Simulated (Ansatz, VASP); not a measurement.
# GaN in VASP and in Ansatz

The input INCAR:

```
PREC = Accurate ; ENCUT = 520
EDIFF = 1E-6 ; ISMEAR = -1
SIGMA = 0.05 ; LREAL = False
LASPH = True ; NELM = 100
ALGO = Normal ; ISIF = 2
LWAVE = False ; LCHARG = False
GGA = PE ; NBANDS = 16
```

File KPOINTS:

```
Automatic mesh
0
Gamma
  17 17 17
```

Contents of POSCAR:

```
GaN
1.0
    0.0000000000      2.2742483027      2.2742483027
    2.2742483027      0.0000000000      2.2742483027
    2.2742483027      2.2742483027      0.0000000000
Ga N
1 1
Direct
    0.0000000000      0.0000000000      0.0000000000
    0.2500000000      0.2500000000      0.2500000000
```

Input for Ansatz:

```yaml
crystal:
  lattice:
    - [0.0, 2.2742483027, 2.2742483027]
    - [2.2742483027, 0.0, 2.2742483027]
    - [2.2742483027, 2.2742483027, 0.0]
  atoms:
    - { symbol: Ga, position: [0.0, 0.0, 0.0] }
    - { symbol: "N", position: [0.25, 0.25, 0.25] }
kpoints:
  mp_grid: { grid: [17, 17, 17] }
scf:
  occupations: { method: fermi_dirac, width: 0.05 }
hamiltonian:
  xc: pbe
  pseudopotentials: { kind: nc }
output:
  forces: true
  stress: true
  eigenvalues: true
```

Change from the starting cell: volume scaled by 1, norm-conserving files.

Alike in both runs: task single point; functional PBE; k mesh 17 × 17 × 17; occupations fermi-dirac, width 0.05 eV; no spin polarisation.

```csv
,VASP,Ansatz
version,VASP 6.6.1,Ansatz 0.2.0
potentials or method,"VASP PAW PBE potentials, release 64 (Ga_d, N)","norm-conserving pseudopotentials, scalar-relativistic"
plane-wave cutoff (eV),520,1240
valence electrons in the cell,18,18
```

Ansatz gave:

```
pressure (GPa) : 0.3
```

Problem. What did VASP give for the same quantities?

Solution. Pressure (GPa): 0.1.

The functional is the same, so the differences come from potentials, cutoffs and numerics.

Caveats: an odd mesh through Γ misses points on the zone boundary, where band edges often lie.
